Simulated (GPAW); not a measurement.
Runs of GPAW 26.7.0 on Hf. Symmetry: P6_3/mmc, No. 194, hexagonal system. The conventional cell has a = 3.197 Å, b = 3.197 Å, c = 5.058 Å, α = 90.00°, β = 90.00°, γ = 120.00°. Hf (site symmetry -6m2) is surrounded by 12 Hf at 3.13 to 3.20 Å. 

```tsv
level	potentials or basis	eigensolver	gap on the mesh (eV)	pressure (GPa)
PBEsol	PAW data sets generated in the run's folder for this functional, pw	-	none	(a)
LDA	the program's PAW data sets (release 1.2.1) made for this functional, pw	-	none	-7.5
vdW-DF2	GPAW PAW data sets (gpaw-data 1.2.1), pw	-	none	-
BLYP	PAW data sets generated in the run's folder for this functional, pw	davidson	none	3.5
PW91	PAW data sets generated in the run's folder for this functional, pw	-	none	0.3
```

Alike in all rows: task single point; no spin polarisation; cell as given; k mesh 10 × 10 × 5; cutoff (eV) 600; smearing fermi-dirac 0.05 eV.

Question: Estimate the missing entries.

Answer: (a) -3.5.

Caveats: the PAW data sets were made with another functional, which shifts forces and pressure a little (some runs).

A k mesh can miss the band edges, and the runs leave out spin-orbit coupling on Hf.

A gap of «none» marks a metal or a gap under the smearing width.

Runs at the PBE level aren't shown here.
